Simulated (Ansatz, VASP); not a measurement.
**One calculation of Ba, two programs**

```
Ba
1.0
     3.86807    0.00000    0.00000
    -1.93403    3.34984    0.00000
     0.00000    0.00000    5.91187
Ba
2
Direct
  0.33333 0.66667 0.25000
  0.66667 0.33333 0.75000
```

Alike in both runs: functional PBE; k mesh 10 × 10 × 6; occupations fermi-dirac, width 0.1 eV; no spin polarisation.

Ansatz relaxed the structure, and its values are those at the end. VASP's run is a single point on that final structure, the one shown.

|  | VASP | Ansatz |
| --- | --- | --- |
| version | VASP 6.6.1 | Ansatz 0.2.0 |
| potentials or method | VASP PAW PBE potentials, release 64 (Ba_sv) | PAW with Ansatz's default frozen-core files, scalar-relativistic |
| plane-wave cutoff (eV) | 520 | 420 |
| valence electrons in the cell | 20 | 20 |

|  | VASP | Ansatz | Ansatz less VASP |
| --- | --- | --- | --- |
| pressure (GPa) | 7.9 | 7.1 | -0.78 |

With one functional, cell and mesh, what is left measures potentials, basis and numerics.

The runs have no spin-orbit coupling, so splittings on Ba are missing.
